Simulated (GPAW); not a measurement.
# Si2Mo (I4/mmm) in GPAW: a series of runs, part 2 of 2

GPAW 26.7.0. The steps go on from the part before.

## 3. Optical spectrum by the Bethe-Salpeter equation, LDA+U

Input file run.py:

```python
import numpy as np
from ase.dft.bandgap import bandgap
from ase.io import read, write
from gpaw import GPAW, PW
from gpaw.response.bse import BSE

atoms = read('POSCAR')

calc = GPAW(mode=PW(500),
            xc='LDA',
            kpts={'size': (9, 9, 9), 'gamma': True},
            occupations={'name': 'fermi-dirac', 'width': 0.05},
            setups={'Mo': ':d,7.0'},
            nbands=23,
            convergence={'density': 1e-06},
            maxiter=50,
            txt='gpaw.txt')
atoms.calc = calc
energy = atoms.get_potential_energy()
calc.write('gs.gpw')
write('result.traj', atoms)
print(f'Energy: {energy:.6f} eV')
print('Fermi level:', round(calc.get_fermi_level(), 4), 'eV')
print(f'Gap: {bandgap(calc)[0]:.4f} eV, direct: {bandgap(calc, direct=True)[0]:.4f} eV')

dense = calc.fixed_density(kpts={'size': (5, 5, 5), 'gamma': True},
                           nbands=77, convergence={'bands': 71, 'eigenstates': 1e-7},
                           update_fermi_level=True, txt='dense.txt')
dense.write('dense.gpw', mode='all')
gap = bandgap(dense, direct=True)[0]
print(f'Direct gap on the dense mesh: {gap:.4f} eV')

bse = BSE('dense.gpw',
          ecut=15,
          valence_bands=range(7, 11),
          conduction_bands=range(11, 15),
          nbands=71,
          mode='BSE',
          integrate_gamma='1BZ',
          direction=0,
          txt='bse.txt',
          eshift=0.8)
bse.get_dielectric_function(w_w=np.linspace(0, 11, 221), eta=0.05, filename='bse.csv', write_eig='eig.dat')
_, energies, weights = np.loadtxt('eig.dat', unpack=True)
bright = energies[weights > 1e-3 * weights.max()]
print(f'Lowest exciton {energies.min():.4f} eV, lowest bright one {bright.min():.4f} eV')
```

Input file POSCAR:

```
Si2Mo
1.0
   -1.6000000000      1.6000000000      3.9305000000
    1.6000000000     -1.6000000000      3.9305000000
    1.6000000000      1.6000000000     -3.9305000000
Mo Si
1 2
Direct
    0.0000000000      0.0000000000      0.0000000000
    0.6670000000      0.6670000000      0.0000000000
    0.3330000000      0.3330000000      0.0000000000
```

Potentials or basis: the program's PAW data sets (release 1.2.1) made for this functional, pw.

Run with:

```sh
$ OMP_NUM_THREADS=1 python run.py
```

gpaw.txt:

```text
__  _  _
 | _ |_)|_||  |
 |__||  | ||/\| - 26.7.0

Input parameters:
  mode=PW(ecut=500.0),
  convergence={'density': 1e-06},
  kpts=MonkhorstPack(size=(9, 9, 9), gamma=True),
  maxiter=50,
  nbands=23,
  occupations=Occupations(name='fermi-dirac', width=0.05),
  setups={'Mo': ':d,7.0'},
  xc=XC(name='LDA')

Diagonalizing LCAO Hamiltonian
Converting LCAO to pw mode

       Si

       Si

       Mo

Atoms  # Å, Bohr magnetons
|   | symbol |         x |         y |        z |    initial magnetic moments |
|---|--------|-----------|-----------|----------|-----------------------------|
| 0 |     Mo |  0.000000 |  0.000000 | 0.000000 | ( 0.0000,  0.0000,  0.0000) |
| 1 |     Si | -0.000000 |  0.000000 | 5.243287 | ( 0.0000,  0.0000,  0.0000) |
| 2 |     Si |  0.000000 | -0.000000 | 2.617713 | ( 0.0000,  0.0000,  0.0000) |

Unit cell  # Å
| periodic |         x |         y |         z |  lengths |     angles |
|----------|-----------|-----------|-----------|----------|------------|
|      yes | -1.600000 |  1.600000 |  3.930500 | 4.535287 | 138.683989 |
|      yes |  1.600000 | -1.600000 |  3.930500 | 4.535287 | 138.683989 |
|      yes |  1.600000 |  1.600000 | -3.930500 | 4.535287 |  59.857036 |

Number of symmetries: 16
Symmetry operations  # r_c * U_cc + t_c -> r_c
|    | kind |            matrix            |
|----|------|------------------------------|
|  0 |  σ   |  1, 1, 1,  0, 0,-1,  0,-1, 0 |
|  1 |  C4  |  1, 1, 1,  0, 0,-1, -1, 0, 0 |
|  2 |  E   |  1, 0, 0,  0, 1, 0,  0, 0, 1 |
|  3 |  σ   |  1, 0, 0,  0, 1, 0, -1,-1,-1 |
|  4 |  σ   |  0, 1, 0,  1, 0, 0,  0, 0, 1 |
|  5 |  C2  |  0, 1, 0,  1, 0, 0, -1,-1,-1 |
|  6 |  C2  |  0, 0, 1, -1,-1,-1,  1, 0, 0 |
|  7 |  S4  |  0, 0, 1, -1,-1,-1,  0, 1, 0 |
|  8 |  C4  |  0, 0,-1,  1, 1, 1,  0,-1, 0 |
|  9 |  σ   |  0, 0,-1,  1, 1, 1, -1, 0, 0 |
| 10 |  σ   |  0,-1, 0, -1, 0, 0,  1, 1, 1 |
| 11 |  C2  |  0,-1, 0, -1, 0, 0,  0, 0,-1 |
| 12 |  C2  | -1, 0, 0,  0,-1, 0,  1, 1, 1 |
| 13 |  i   | -1, 0, 0,  0,-1, 0,  0, 0,-1 |
| 14 |  S4  | -1,-1,-1,  0, 0, 1,  1, 0, 0 |
| 15 |  C2  | -1,-1,-1,  0, 0, 1,  0, 1, 0 |

BZ-sampling:
  Number of BZ points: 729
  Number of IBZ points: 75

  Monkhorst-Pack size: [9, 9, 9]
  Monkhorst-Pack shift: [0, 0, 0]

K-points  # in reciprocal-cell coordinates
|     |                                coordinates |     weight |
|-----|--------------------------------------------|------------|
|   0 | (  0.00000000,   0.00000000,   0.00000000) | 0.00137174 |
|   1 | (  0.11111111,  -0.11111111,   0.00000000) | 0.00548697 |
|   2 | (  0.11111111,  -0.11111111,   0.11111111) | 0.00548697 |
|   3 | (  0.11111111,   0.00000000,   0.00000000) | 0.01097394 |
|   4 | (  0.11111111,   0.11111111,  -0.11111111) | 0.00274348 |
|   5 | (  0.22222222,  -0.22222222,   0.00000000) | 0.00548697 |
|   6 | (  0.22222222,  -0.22222222,   0.11111111) | 0.01097394 |
|   7 | (  0.22222222,  -0.22222222,   0.22222222) | 0.00548697 |
|   8 | (  0.22222222,  -0.11111111,   0.00000000) | 0.02194787 |
|   9 | (  0.22222222,  -0.11111111,   0.11111111) | 0.01097394 |
| ... |                                            |            |
|  74 | (  0.44444444,   0.44444444,   0.44444444) | 0.01097394 |

Plane wave coefficients: 1039
Cutoff: 500.0 eV

Spin-components: 1 (collinear spins)
Bands:           23
Projectors:      16
Spin-degeneracy: 2
Datatype:        complex128

Parallelization:
  kpt:    1
  domain: 1
  band:   1

Density:
  Valence electrons: 22.0
  Components: 1
  Grid points: [24 24 24]
  Charge: 0.0  # |e|

Potential:
  Grid points: [24 24 24]

species:
  Mo:
    name:    Molybdenum
    Z:       42.0
    valence: 14
    core:    28
    charge:  0.0  # [|e|]
    Hubbard: {U: 7.0,  # eV
              l: 2,
              scale: True}
    compensation charges:
      type: gauss
      rc: 0.38  # [Å]
      lmax: 2
    cutoffs:
      filter: 2.16  # [Å]
      core: 1.42  # [Å]
    projectors
    | kind |    occ | energy [eV] | rcut [Å] |
    |------|--------|-------------|----------|
    |   4s |  2.000 |     -64.384 |    1.238 |
    |   5s |  1.000 |      -4.319 |    1.238 |
    |   4p |  6.000 |     -38.595 |    1.296 |
    |   5p |  0.000 |      -1.161 |    1.296 |
    |   4d |  5.000 |      -3.933 |    1.296 |
    |    d |        |      23.278 |    1.296 |

    Using partial waves for Mo as LCAO basis

  Si:
    name:    Silicon
    Z:       14.0
    valence: 4
    core:    10
    charge:  0.0  # [|e|]
    compensation charges:
      type: gauss
      rc: 0.33  # [Å]
      lmax: 2
    cutoffs:
      filter: 1.86  # [Å]
      core: 2.06  # [Å]
    projectors
    | kind |    occ | energy [eV] | rcut [Å] |
    |------|--------|-------------|----------|
    |   3s |  2.000 |     -10.878 |    1.058 |
    |   3p |  2.000 |      -4.162 |    1.058 |
    |    s |        |      16.334 |    1.058 |
    |    p |        |      23.049 |    1.058 |
    |    d |        |       0.000 |    1.058 |

    Using partial waves for Si as LCAO basis

Reference energy: -125737.239404  # eV

eigensolver:
  PPCG
  Converge bands: occupied
  niter=2

density mixing:
  MSR1-Mixer
  Pratt-step length: 0.05
  Maximum mixing coefficient: 0.75
  Old densities: 10
  SVD Regularization: 0.005
  Good broyden scale: 1.0
  Trust region scale: 1.0
  Backstep threshold: 4.0
  History deletion threshold: 6.0
  Fourier metric: weight=20.0, sigma=0.015

occupation numbers:
  Fermi-Dirac:
    width: 0.0500  # eV

poisson solver:
  ecut: 4000.0  # eV

xc functional:
  name: None

convergence criteria:
- Maximum integral of absolute [dens]ity change: 1e-06 electrons / valence electron
- Maximum [total energy] change in last 3 cyles: 0.0005 eV / valence electron
- Maximum integral of absolute [eigenst]ate change: 4e-08 eV^2 / valence electron
maximum number of iterations: 50

SCF iterations
|iter     | |      energy | eigst |  dens |
|---------|-|-------------|-------|-------|
|iter:   1| |  -18.491328 | +0.44 |       |
|iter:   2| |  -18.159686 | -2.02 | -0.99 |
|iter:   3| |  -17.579301 | -1.36 | -1.05 |
|iter:   4| |  -17.685198 | -2.59 | -1.49 |
|iter:   5| |  -17.833914 | -2.91 | -1.76 |
|iter:   6| |  -17.915083 | -3.04 | -2.09 |
|iter:   7| |  -17.964886 | -3.06 | -2.39 |
|iter:   8| |  -17.967323 | -4.03 | -2.81 |
|iter:   9| |  -17.967680c| -5.18 | -3.33 |
|iter:  10| |  -17.967783c| -5.39 | -3.55 |
|iter:  11| |  -17.967790c| -6.61 | -4.21 |
|iter:  12| |  -17.967790c| -7.94c| -4.61 |
|iter:  13| |  -17.967790c| -7.73c| -5.04 |
|iter:  14| |  -17.967790c| -8.05c| -5.31 |
|iter:  15| |  -17.967790c| -8.30c| -5.89 |
|iter:  16| |  -17.967790c| -9.38c| -6.43c|

Converged in 16 steps
Energy contributions relative to reference atoms: (reference = -125737.239404)

Energy contributions:
  Kinetic:           7.624485
  Coulomb:          -6.338842
  Zero:             -0.398916
  External:          0.000000
  Xc:              -18.854512
  Entropy:          -0.000013
  Spinorbit:         0.000000
  ----------------------------
  Free energy:     -17.967797
  Extrapolated:    -17.967790

dipole moment: (-12.907298, -12.907298, 2.485764)  # |e|*Ang

Fermi level: 11.180
Eigenvalues  # (at kpt = [0.000, 0.000, 0.000])
| band index |      eig [eV] | occ [0-2] |
|------------|---------------|-----------|
|          0 |       -48.214 |     2.000 |
|        ... |               |           |
|          3 |       -22.376 |     2.000 |
|          4 |        -1.585 |     2.000 |
|          5 |         6.009 |     2.000 |
|          6 |         8.345 |     2.000 |
|          7 |         8.703 |     2.000 |
|          8 |         8.703 |     2.000 |
[... 8 lines left out ...]
|         17 |        17.228 |     0.000 |
|         18 |        22.358 |     0.000 |
|        ... |               |           |
|         22 |        26.749 |     0.000 |

Gap: 0.687 eV
Transition (v -> c):
  (s=0, k=70, n=10, [0.44, 0.44, -0.44]) -> (s=0, k=70, n=11, [0.44, 0.44, -0.44])
No difference between direct/indirect transitions
# Writing to gs.gpw (mode='')
```

It took 8.3 min on 1 thread of AMD EPYC 9R45 (Zen 5), shared host; peak memory 0.61 GiB.

The run converged, but some of its settings lie outside the range that counts as converged, so its numbers aren't taken as properties of the crystal.

Results:

* Free energy: -17.9678 eV
* Band gap on the k mesh, mean-field level: 0.69 eV, direct
* Exciton binding energy: 0.09 eV

Caveat: the k mesh is coarse (spacing up to 0.56 Å⁻¹), so the values aren't converged; the band lists can cut through equal levels, which moves peak heights; on so coarse a mesh excitons come out too strongly bound; on this mesh the treatment of q = 0 moves the result by about a tenth of an eV; the long-wavelength limit can be off by several per cent where d states take part; response on these states lacks terms of the Hamiltonian; the static dielectric constant lacks the antiresonant part and is too small; spectra need much finer meshes, so this one isn't converged; an odd mesh through Γ misses points on the zone boundary, where band edges often lie; the U is typed as a test and isn't derived for this compound.
